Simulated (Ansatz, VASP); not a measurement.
This is a calculation of BN for Ansatz 0.2.0.

File input.yaml:

```yaml
crystal:
  lattice:
    - [1.2511217832, 0.7223354983, 3.3729344033]
    - [-1.2511217832, 0.7223354983, 3.3729344033]
    - [0.0, -1.4446709966, 3.3729344033]
  atoms:
    - { symbol: "N", position: [0.6672382, 0.6672382, 0.6672382] }
    - { symbol: B, position: [0.0003288, 0.0003288, 0.0003288] }
hamiltonian:
  xc: r2scanh
  pseudopotentials: { kind: paw }
kpoints:
  mp_grid: { grid: [6, 6, 6] }
  band_path:
    path:
      - [[0.0, 0.0, 0.0], [0.5, 0.0, 0.0], [0.5, 0.1972419765, -0.1972419765]]
      - [[0.8027580235, 0.5, 0.1972419765], [0.5, 0.5, 0.5], [0.0, 0.0, 0.0], [0.3486209883, 0.0, -0.3486209883]]
      - [[0.6513790117, 0.3486209883, 0.0], [0.5, 0.5, 0.0], [0.6513790117, 0.6513790117, 0.1972419765], [0.5, 0.5, 0.5]]
      - [[0.5, 0.0, 0.0], [0.8027580235, 0.3486209883, 0.3486209883]]
    npoints: 4
scf:
  occupations: { method: fermi_dirac, width: 0.05 }
  n_extra_bands: 6
output:
  forces: true
  stress: true
  eigenvalues: true
  fatbands: false
```

Potentials or basis: Ansatz PAW.

Launch:

```sh
$ ansatz run input.yaml --threads 2 --pin off --max-ram 5632MiB --backend cpu --events-out ev --progress --plain --runs-dir out
```

Q: Translate it to VASP 6.6.1. Potentials there: VASP PAW PBE potentials, release 64 (N, B).

A: As run (the cutoff follows the program's own potentials):

File POSCAR:

```
BN
1.0
    1.2511217832      0.7223354983      3.3729344033
   -1.2511217832      0.7223354983      3.3729344033
    0.0000000000     -1.4446709966      3.3729344033
N B
1 1
Direct
    0.6672382000      0.6672382000      0.6672382000
    0.0003288000      0.0003288000      0.0003288000
```

File INCAR.step1:

```
SYSTEM = BN
  PREC = Accurate
  ENCUT = 520
  EDIFF = 1E-5
  ISMEAR = -1
  SIGMA = 0.05
  LREAL = .False.
  LASPH = .True.
  NELM = 80
  ALGO = Normal
  ISIF = 2
  LWAVE = .True.
  LCHARG = .False.
  GGA = PE
```

File INCAR.step2:

```
SYSTEM = BN
  PREC = Accurate
  ENCUT = 520
  EDIFF = 1E-6
  ISMEAR = -1
  SIGMA = 0.05
  LREAL = .False.
  LASPH = .True.
  NELM = 80
  ALGO = Normal
  ISIF = 2
  LWAVE = .False.
  LCHARG = .False.
  METAGGA = R2SCAN
  LHFCALC = .True.
  AEXX = 0.1
  LMIXTAU = .True.
  PRECFOCK = Fast
  HFRCUT = -1
  ISTART = 1
```

Contents of KPOINTS:

```
regular mesh
0
Gamma
  6 6 6
  0 0 0
```

The input KPOINTS_OPT:

```
path GLB1,BZGX,QFP1Z,LP
12
line-mode
reciprocal
 0.0000000000  0.0000000000  0.0000000000  G
 0.5000000000  0.0000000000  0.0000000000  L

 0.5000000000  0.0000000000  0.0000000000  L
 0.5000000000  0.1972419765 -0.1972419765  B1

 0.8027580235  0.5000000000  0.1972419765  B
 0.5000000000  0.5000000000  0.5000000000  Z

 0.5000000000  0.5000000000  0.5000000000  Z
 0.0000000000  0.0000000000  0.0000000000  G

 0.0000000000  0.0000000000  0.0000000000  G
 0.3486209883  0.0000000000 -0.3486209883  X

 0.6513790117  0.3486209883  0.0000000000  Q
 0.5000000000  0.5000000000  0.0000000000  F

 0.5000000000  0.5000000000  0.0000000000  F
 0.6513790117  0.6513790117  0.1972419765  P1

 0.6513790117  0.6513790117  0.1972419765  P1
 0.5000000000  0.5000000000  0.5000000000  Z

 0.5000000000  0.0000000000  0.0000000000  L
 0.8027580235  0.3486209883  0.3486209883  P
```

Potentials or basis: VASP PAW PBE potentials, release 64 (N, B).

Launch:

```console
$ cat potpaw_PBE.64/N/POTCAR potpaw_PBE.64/B/POTCAR > POTCAR
$ cp INCAR.step1 INCAR
$ mpirun -np 1 vasp_std > vasp.out
$ cp INCAR.step2 INCAR
$ mpirun -np 1 vasp_std > vasp.out
```

Both were run:

|  | VASP | Ansatz | Ansatz less VASP |
| --- | --- | --- | --- |
| gap on the k mesh at the Fermi level (eV) | 5.57 | 5.53 | -0.038 |
| least direct gap on the mesh (eV) | 6.17 | 6.10 | -0.064 |
| gap along the band path (eV) | 5.51 | 5.47 | -0.035 |
| pressure (GPa) | -1.3 | -1.7 | -0.39 |
| largest component of the traceless stress (GPa) | 1.45 | 2.13 | +0.683 |
| rms of the force components (eV/Å) | 0.005 | 0.005 | +0.0001 |

Atom by atom the forces differ by 0.000 eV/Å (rms over components).

Caveats: the k mesh is coarse (spacing up to 0.49 Å⁻¹), so the values aren't converged, least of all with exact exchange; the PAW data sets were made with another functional, which shifts forces and pressure a little (VASP); the k mesh misses the band edges, so the gap on the mesh is wider than the one along the path (Ansatz); the PAW data sets come from PBE, with cores solved anew for the run's functional, which leaves a small shift of forces and pressure (Ansatz); the thresholds are loose for stress (Ansatz).
